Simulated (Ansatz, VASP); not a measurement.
Na: VASP beside Ansatz

File INCAR:

```
PREC = Accurate
ENCUT = 520
EDIFF = 1E-7
ISMEAR = 0
SIGMA = 0.15
LREAL = F
LASPH = T
NELM = 100
ALGO = Fast
ISIF = 2
LWAVE = F
LCHARG = F
GGA = PS
NBANDS = 10
```

Contents of KPOINTS:

```
Automatic mesh
0
Gamma
  18 18 18
```

POSCAR

```
Na
1.0
   -1.8865730051      1.8865730051      2.6676142292
    1.8865730051     -1.8865730051      2.6676142292
    1.8865730051      1.8865730051     -2.6676142292
Na
1
Direct
    0.0000000000      0.0000000000      0.0000000000
```

Input for Ansatz:

```yaml
crystal:
  lattice:
    - [-1.8865730051, 1.8865730051, 2.6676142292]
    - [1.8865730051, -1.8865730051, 2.6676142292]
    - [1.8865730051, 1.8865730051, -2.6676142292]
  atoms:
    - { symbol: Na, position: [0.0, 0.0, 0.0] }
basis:
  ecutwfc: 420
kpoints:
  mp_grid: { grid: [18, 18, 18] }
hamiltonian:
  xc: pbesol
scf:
  occupations: { method: gaussian, width: 0.15 }
output:
  forces: true
  stress: true
  eigenvalues: true
```

Alike in both runs: task single point; functional PBEsol; k mesh 18 × 18 × 18; occupations gaussian, width 0.15 eV; no spin polarisation.

```csv
,VASP,Ansatz
version,VASP 6.6.1,Ansatz 0.2.0
potentials or method,"VASP PAW PBE potentials, release 64 (Na_pv)","scalar-relativistic, plane waves, PAW"
plane-wave cutoff (eV),520,420
valence electrons in the cell,7,9
```

|  | VASP | Ansatz | Ansatz less VASP |
| --- | --- | --- | --- |
| gap on the k mesh at the Fermi level (eV) | none | none | - |
| pressure (GPa) | -0.3 | -0.3 | -0.02 |

A gap of «none» marks a metal or a gap that the smearing closes. With one functional, cell and mesh, what is left measures potentials, basis and numerics. The two sets of potentials don't hold the same shells in valence.

Caveats: the PAW data sets were made with another functional, which shifts forces and pressure a little (VASP).
